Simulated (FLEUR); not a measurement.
# FeO (Pm-3m) in FLEUR: single point with PBE+U

Aim: the single point of FeO with PBE+U.

All numbers are computed with FLEUR MaX-R8.1 (later development tree); they aren't measurements. Logs are shortened: lines on timing, memory, paths and dates and some standing lists are left out, and cuts for length are marked.

## (1) The crystal as given

The structure is cubic, space group Pm-3m (No. 221). The conventional cell has a = 2.612 Å, b = 2.612 Å, c = 2.612 Å, α = 90.00°, β = 90.00°, γ = 90.00°. Around Fe (site symmetry m-3m) lie 8 O at 2.26 Å. O (site symmetry m-3m) is surrounded by 8 Fe at 2.26 Å.

The cell comes from a database or a generator and needn't be the stable form of this composition.

## (2) Single point, PBE+U, collinear spin, ferromagnetic start

The input, inp.xml:

```xml
<?xml version="1.0" encoding="UTF-8" standalone="no"?>
<fleurInput fleurInputVersion="0.39">
   <comment>
      FeO                                                                                                 
   </comment>
   <calculationSetup>
      <cutoffs Kmax="4.38" Gmax="13.6" GmaxXC="13.6" numbands="0"/>
      <scfLoop itmax="100" minDistance="0.0002" maxIterBroyd="50" imix="Anderson" alpha="0.05" precondParam="0.0" spinf="2.0" sdNocoIR="T"/>
      <coreElectrons ctail="T" frcor="F" kcrel="0" coretail_lmax="0"/>
      <xcFunctional name="pbe" relativisticCorrections="F"/>
      <magnetism jspins="2"/>
      <soc l_soc="F" theta="0.0" phi="0.0" spav="F"/>
      <expertModes spex="0" secvar="F"/>
      <geometryOptimization l_f="F" forcealpha="1.0" forcemix="BFGS" epsdisp="0.00001" epsforce="0.00001"/>
      <ldaU l_linMix="F" mixParam="0.05" spinf="1.0"/>
   </calculationSetup>
   <cell>
      <bzIntegration valenceElectrons="22.0" mode="gauss" fermiSmearingEnergy="0.00183747">
         <kPointListSelection listName="default-1"/>
         <!-- k-points included here -->
         <xi:include xmlns:xi="http://www.w3.org/2001/XInclude" href="kpts.xml"> </xi:include>
      </bzIntegration>
      <!-- symmetry operations included here -->
      <xi:include xmlns:xi="http://www.w3.org/2001/XInclude" href="sym.xml"> </xi:include>
      <bulkLattice scale="1.0">
         <bravaisMatrix>
            <row-1>    4.9368521095350957     0.0000000000000000     0.0000000000000000</row-1>
            <row-2>    0.0000000000000000     4.9368521095350957     0.0000000000000000</row-2>
            <row-3>    0.0000000000000000     0.0000000000000000     4.9368521095350957</row-3>
         </bravaisMatrix>
      </bulkLattice>
   </cell>
   <atomSpecies>
      <species name="Iron (Fe) 4.000" element="Fe" atomicNumber="26">
         <mtSphere radius="2.24" gridPoints="741" logIncrement="0.016"/>
         <atomicCutoffs lmax="9" lnonsphr="9"/>
         <electronConfig flipSpins="F">
            <coreConfig>(1s1/2) (2s1/2) (2p1/2) (2p3/2)</coreConfig>
            <valenceConfig>(3s1/2) (3p1/2) (3p3/2) (4s1/2) (3d3/2) (3d5/2)</valenceConfig>
            <stateOccupation state="(3d3/2)" spinUp="2.0" spinDown="0.4"/>
            <stateOccupation state="(3d5/2)" spinUp="3.0" spinDown="0.6"/>
         </electronConfig>
         <energyParameters s="4" p="4" d="3" f="4"/>
         <ldaU l="2" U="1" J="0.7" l_amf="F"/>
         <lo type="SCLO" l="0" n="3" eDeriv="0"/>
         <lo type="SCLO" l="1" n="3" eDeriv="0"/>
         <lo type="SCLO" l="1" n="3" eDeriv="1"/>
         <lo type="SCLO" l="3" n="4" eDeriv="2"/>
      </species>
      <species name="Oxygen (O)" element="O" atomicNumber="8">
         <mtSphere radius="1.72" gridPoints="569" logIncrement="0.019"/>
         <atomicCutoffs lmax="8" lnonsphr="8"/>
         <electronConfig flipSpins="F">
            <coreConfig>(1s1/2)</coreConfig>
            <valenceConfig>(2s1/2) (2p1/2) (2p3/2)</valenceConfig>
            <stateOccupation state="(2p1/2)" spinUp="0.666667" spinDown="0.666667"/>
            <stateOccupation state="(2p3/2)" spinUp="1.333333" spinDown="1.333333"/>
         </electronConfig>
         <energyParameters s="2" p="2" d="3" f="4"/>
         <lo type="SCLO" l="0" n="2" eDeriv="2"/>
         <lo type="SCLO" l="1" n="2" eDeriv="2"/>
         <lo type="SCLO" l="2" n="3" eDeriv="2"/>
      </species>
   </atomSpecies>
   <atomGroups>
      <atomGroup species="Iron (Fe) 4.000">
         <relPos label="                   1">.0000000000 .0000000000 .0000000000</relPos>
         <force calculate="T" relaxXYZ="TTT"/>
      </atomGroup>
      <atomGroup species="Oxygen (O)">
         <relPos label="                   2">1.000/2.000 1.000/2.000 1.000/2.000</relPos>
         <force calculate="T" relaxXYZ="TTT"/>
      </atomGroup>
   </atomGroups>
   <output dos="F" band="F" slice="F">
      <checks vchk="F" cdinf="F"/>
      <bandDOS minEnergy="-.5*Htr" maxEnergy="0.5*Htr" sigma="0.015" storeEVData="T"/>
      <vacuumDOS vacdos="F" integ="F" star="F" nstars="0" locx1="0.0" locy1="0.0" locx2="0.0" locy2="0.0" nstm="0" tworkf="0.0"/>
      <unfoldingBand unfoldBand="F" supercellX="1" supercellY="1" supercellZ="1"/>
      <plotting iplot="0" polar="F">
         <plot TwoD="T" vec1="  1.0  0.0  0.0" vec2="  0.0  1.0  0.0" vec3="  0.0  0.0  1.0" zero="  0.0  0.0  0.0" file="plot"/>
      </plotting>
      <chargeDensitySlicing numkpt="0" minEigenval="0.0" maxEigenval="0.0" nnne="0" pallst="F"/>
      <specialOutput eonly="F"/>
      <moessbauerParams electricFieldGradient="T" isomerShift="T" coreHyperfine="T" valenceHyperfine="T"/>
      <magneticCircularDichroism mcd="F" energyLo="-10.0" energyUp="0.0"/>
   </output>
  <!-- We include the file relax.xml here to enable relaxations (see documentation) -->
  <xi:include xmlns:xi="http://www.w3.org/2001/XInclude" href="relax.xml"> <xi:fallback/> </xi:include>
</fleurInput>
```

The input, crystal.txt:

```
FeO
&input cartesian=F /
2.6124696300  0.0000000000  0.0000000000
0.0000000000  2.6124696300  0.0000000000
0.0000000000  0.0000000000  2.6124696300
1.8897261246
1.0 1.0 1.0

2
26 0.0000000000  0.0000000000  0.0000000000 : 4.000
8 0.5000000000  0.5000000000  0.5000000000

&kpt div1=7 div2=7 div3=7 gamma=T /
```

Potentials or basis: all-electron, FLAPW.

Run with:

```sh
inpgen -f crystal.txt -profile fastHighL
# inp.xml edited to the form shown
fleur_MPI
```

The log of the run:

```text
Welcome to FLEUR        (www.flapw.de)
      MaX-Release 8.1          (www.max-centre.eu)

 ========== k-point set info ==========
 Selected k-point list: default-1
 k-point list type: mesh
 7 x 7 x 7
 Number of k points: 20

 ------------Calculation Setup---------------------------
 Number of MPI-tasks      :            1
 Number of PE/node        :            1
 Number of OMP-threads    :            1
 Most efficient MPI parallelization for:
           1           2           4           5          10          20
 Additional eigenvalue parallelization possible
 Number of basis functions:          231
 Approximate size of matrices (H+S) per k-point:         0.001 GB
 --------------------------------------------------------
 no density matrix found ... skipping LDA+U
 Reset of history
 Iteration:     1   Distance:      24.28780808 me/bohr^3
 Iteration:     2   Distance:      20.91655910 me/bohr^3
 Iteration:     3   Distance:      17.72169281 me/bohr^3
 Iteration:     4   Distance:      12.77304578 me/bohr^3
 Iteration:     5   Distance:      12.12117595 me/bohr^3
 Iteration:     6   Distance:       4.22548898 me/bohr^3
 Iteration:     7   Distance:       2.79673998 me/bohr^3
 Iteration:     8   Distance:       1.26695505 me/bohr^3
 Iteration:     9   Distance:       0.19483753 me/bohr^3
 Iteration:    10   Distance:       0.17342952 me/bohr^3
 Iteration:    11   Distance:       0.03578431 me/bohr^3
 Iteration:    12   Distance:       0.03103243 me/bohr^3
 Iteration:    13   Distance:       0.00381180 me/bohr^3
 Iteration:    14   Distance:       0.00460425 me/bohr^3
 Iteration:    15   Distance:       0.00035882 me/bohr^3
 Iteration:    16   Distance:       0.00018882 me/bohr^3

 ********************************************************************
 Run finished successfully
 Stop message:
   all done
 ********************************************************************
```

It took 16 s on 1 thread of Arm Neoverse V2, shared host; peak memory 0.06 GiB.

Results:

| Property | Result |
| --- | --- |
| Free energy | -36681.6734 eV |
| Net moment | 4.00 μB per cell |
| Site moments | Fe +3.56; O +0.38 μB |
| Valence electrons inside the program's atomic spheres | Fe 14.47; O 5.48 (radii Fe 2.24, O 1.72 bohr) |

Eigenvalues of the final occupation matrices:
```csv
site,spin,trace,eigenvalues
atom type 1,1,4.74,0.92 0.92 0.96 0.96 0.96
atom type 1,2,1.22,0.11 0.11 0.11 0.45 0.45
```

Core levels (eV from the Fermi level):
| atom | levels |
| --- | --- |
| 1 Fe | 1s1/2 -6990.9, 2s1/2 -813.6, 2p1/2 -700.5, 2p3/2 -688.1 |
| 2 O | 1s1/2 -506.3 |

Caveat: with Gaussian smearing the program prints no entropy term, so the energy of a metal isn't a free energy; a cell with one magnetic atom can't hold antiferromagnetic order, which such compounds often take.
